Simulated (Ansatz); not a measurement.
# Calculated 193Ir nuclear quadrupole resonance for IrO2 at a changed volume

Cell: a structure deposited in the COD, relaxed with PBE at fixed cell and then changed (volume scaled by 1.06, ions relaxed).

Space group P4_2/mnm (No. 136); a = 4.5872, c = 3.2077 Å.

| site | Wyckoff | site symmetry | x | y | z |
| --- | --- | --- | --- | --- | --- |
| Ir | 2a | m.mm | 0.0000 | 0.0000 | 0.0000 |
| O | 4f | m.2m | 0.3085 | 0.3085 | 0.0000 |

One atom of each set is listed.

Level of theory: DFT, PBE, plane waves and PAW, scalar-relativistic, collinear spin, 420 eV cutoff, Γ-centred 10×10×15 k-points, Fermi–Dirac smearing 0.05 eV (Ansatz 0.2.0). Start moments as typed (μB): 1 on each Ir, none on the rest.

193Ir: I = 3/2, Q = 751.0 mb (year-2017 value). Static lattice, zero field.

Task: At which frequencies do the 193Ir NQR lines lie?

Result: For I = 3/2 there is one line, ν = (|C_Q|/2)(1 + η²/3)^½.

```csv
site,atoms,V_zz (10²¹ V/m²),C_Q (MHz),η,line frequencies (MHz)
Ir,2,-12.07,-219,0.18,110.2
```

Task: And for Ir-191 (I = 3/2, Q = 816.0 mb) on Ir?

Result: C_Q scales with Q to -238 MHz, with lines at 119.7 MHz.

With no gap above 0.1 eV, as in a metal, the gradients converge slowly in k; expect changes of a tenth or more on a denser mesh. Spin–orbit coupling is left out, which shifts gradients on Ir by a few per cent in wide-gap crystals, and can shift them far more where the calculated gap is small or absent, as here. Semilocal functionals can leave a metal where correlation in the d or f shell opens a gap in the real compound, and that would change the values at and beside Ir. At this changed cell the PBE pressure is -8 GPa. The start moments die out, and the run ends without spin.
